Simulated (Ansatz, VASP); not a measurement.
## One calculation of Ru, two programs

```xyz
2
Lattice="2.6897 0.0000 0.0000 -1.3448 2.3293 0.0000 0.0000 0.0000 4.2524" Properties=species:S:1:pos:R:3 pbc="T T T"
Ru    0.0000    1.5529    1.0631
Ru    1.3448    0.7764    3.1893
```

Alike in both runs: functional PBEsol; k mesh 18 × 18 × 10; occupations gaussian, width 0.1 eV; no spin polarisation.

Ansatz relaxed the structure, and its values are those at the end. VASP's run is a single point on that final structure, the one shown.

|  | VASP | Ansatz |
| --- | --- | --- |
| version | VASP 6.6.1 | Ansatz 0.2.0 |
| potentials or method | VASP PAW PBE potentials, release 64 (Ru_pv) | scalar-relativistic, plane waves, PAW |
| plane-wave cutoff (eV) | 520 | 420 |
| valence electrons in the cell | 28 | 32 |

```tsv
	VASP	Ansatz	Ansatz less VASP
gap on the k mesh at the Fermi level (eV)	none	none	-
pressure (GPa)	-0.1	0.0	+0.12
```

A gap of «none» marks a metal or a gap that the smearing closes. The two sets of potentials don't hold the same shells in valence. Ansatz warned: «pseudo_functional_mismatch».

Caveats: the PAW data sets were made with another functional, which shifts forces and pressure a little (VASP).
